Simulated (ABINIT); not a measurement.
Runs of ABINIT 10.8.3 (patched build) on CsSnBr3. The structure is cubic, space group Pm-3m (No. 221). Conventional cell: a = 5.839 Å, b = 5.839 Å, c = 5.839 Å, α = 90.00°, β = 90.00°, γ = 90.00°. Around Cs (site symmetry m-3m) lie 12 Br at 4.13 Å. Sn (site symmetry m-3m) is surrounded by 6 Br at 2.92 Å. Br (site symmetry 4/mmm) has 2 Sn at 2.92 Å as nearest neighbours. The cell is a database's computed one.

```csv
task,level,potentials or basis,k mesh,cutoff (eV),fine-grid cutoff,mesh quality,gap on the mesh (eV),pressure (GPa)
band structure,LDA,JTH PAW LDA v2.0,5 × 5 × 5,544,1088.46 eV,not flagged,1.84,-
single point,PBEsol,JTH PAW PBE v2.0,4 × 4 × 4,599,1197.3 eV,not flagged,0.41,-0.7
single point,LDA,JTH PAW LDA v2.0,4 × 4 × 4,544,1088.46 eV,not flagged,0.43,-
single point,LDA,JTH PAW LDA v2.0,3 × 3 × 3,544,1088.46 eV,not flagged,(a),-
band structure,WC,JTH PAW PBE v2.0,5 × 5 × 5,599,1197.3 eV,not flagged,-,-0.9
single point,LDA,JTH PAW LDA v2.0,2 × 2 × 2,544,1088.46 eV,coarse,(b),-
single point,PBEsol,JTH PAW PBE v2.0,6 × 6 × 6,599,1197.3 eV,not flagged,0.42,-0.9
single point,LDA,JTH PAW LDA v2.0,6 × 6 × 6,544,1088.46 eV,not flagged,0.44,-
```

Alike in all rows: no spin polarisation; cell as given; smearing fermi-dirac 0.05 eV.

Problem. Estimate the missing entries.

Solution. (a) 3.23; (b) 0.34.

Caveats: some runs use coarse meshes; spin-orbit coupling is left out, which moves the levels of the heavy elements; the PAW data sets were made with another functional, which shifts forces and pressure a little (some runs); an odd mesh through Γ misses points on the zone boundary, where band edges often lie (some runs).

A k mesh can miss the band edges, and the runs leave out spin-orbit coupling on Br, Cs, Sn.

Runs at the PBE level aren't shown here.
